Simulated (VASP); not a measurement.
**GaN: relaxation of cell and atoms with PBEsol**

GaN:

```
Ga N
1.0
     3.18000    0.00000    0.00000
    -1.59000    2.75396    0.00000
     0.00000    0.00000    5.16600
Ga N
2 2
Direct
  0.33333 0.66667 0.00000
  0.66667 0.33333 0.50000
  0.33333 0.66667 0.37500
  0.66667 0.33333 0.87500
```

- Program: VASP 6.6.1
- Task: relaxation of cell and atoms
- Functional: PBEsol
- Potentials or basis: VASP PAW PBE potentials, release 64 (Ga_d, N)
- Cutoff: 600 eV
- k mesh: 12 × 12 × 5
- Occupations: gaussian, width 0.03 eV
- Spin: no spin polarisation
- Further INCAR settings: ALGO = Normal; EDIFF = 1e-06; IBRION = 2; EDIFFG = -0.01; NSW = 90; ISIF = 3

```
Relaxed volume                         : 11.35 Å³/atom
Relaxed cell                           : a = 3.180 Å, b = 3.180 Å, c = 5.184 Å, α = 90.00°, β = 90.00°, γ = 120.00°
Space group after relaxing (to 0.05 Å) : P6_3mc (No. 186)
Energy gained by relaxing              : 0.5 meV/atom
Ionic steps                            : 6
Pressure after relaxing                : 0.0 GPa
Largest force after relaxing           : 0.006 eV/Å
Band gap on the k mesh                 : 1.91 eV, direct
```

Forces on the atoms (eV/Å):
```
Ga   0.000  0.000 -0.006
Ga   0.000  0.000 -0.006
N    0.000  0.000  0.006
N    0.000  0.000  0.006
```

Step by step:
| step | energy change (eV) | largest force (eV/Å) | pressure (GPa) | volume (Å³) |
| --- | --- | --- | --- | --- |
| 1 | 0.0000 | 0.1309 | 0.66 | 45.24 |
| 2 | -0.0005 | 0.0880 | -0.50 | 45.54 |
| 3 | -0.0020 | 0.0103 | 0.08 | 45.40 |
| 4 | -0.0019 | 0.0049 | -0.09 | 45.41 |
| 5 | -0.0020 | 0.0059 | 0.15 | 45.37 |
| 6 | -0.0020 | 0.0064 | 0.00 | 45.39 |

Final structure:
```cif
data_structure
_symmetry_space_group_name_H-M 'P 1'
_symmetry_Int_Tables_number 1
_cell_length_a 3.1796
_cell_length_b 3.1796
_cell_length_c 5.1838
_cell_angle_alpha 90.000
_cell_angle_beta 90.000
_cell_angle_gamma 120.000
_cell_volume 45.39
loop_
_atom_site_label
_atom_site_type_symbol
_atom_site_fract_x
_atom_site_fract_y
_atom_site_fract_z
_atom_site_occupancy
Ga1 Ga 0.33333 0.66667 0.99930 1
Ga2 Ga 0.66667 0.33333 0.49930 1
N1 N 0.33333 0.66667 0.37570 1
N2 N 0.66667 0.33333 0.87570 1
```

Levels at points of the mesh, in eV from the valence-band top:
```tsv
k point	band 15	band 16	band 17	band 18	band 19	band 20	band 21	band 22
(0.00, 0.00, 0.00)	-1.05	-0.05	0.00	0.00	1.91	4.23	9.12	9.84
(0.50, 0.00, 0.00)	-4.29	-2.79	-2.27	-1.02	4.96	5.53	5.95	8.59
```

It took 95 s on 1 thread of Intel(R) Xeon(R) 6975P-C (Granite Rapids), on a shared host, peak memory 0.22 GiB.

Caveat: the PAW data sets were made with another functional, which shifts forces and pressure a little. Expect the measured gap to be larger: semilocal functionals such as PBEsol lack the derivative discontinuity.
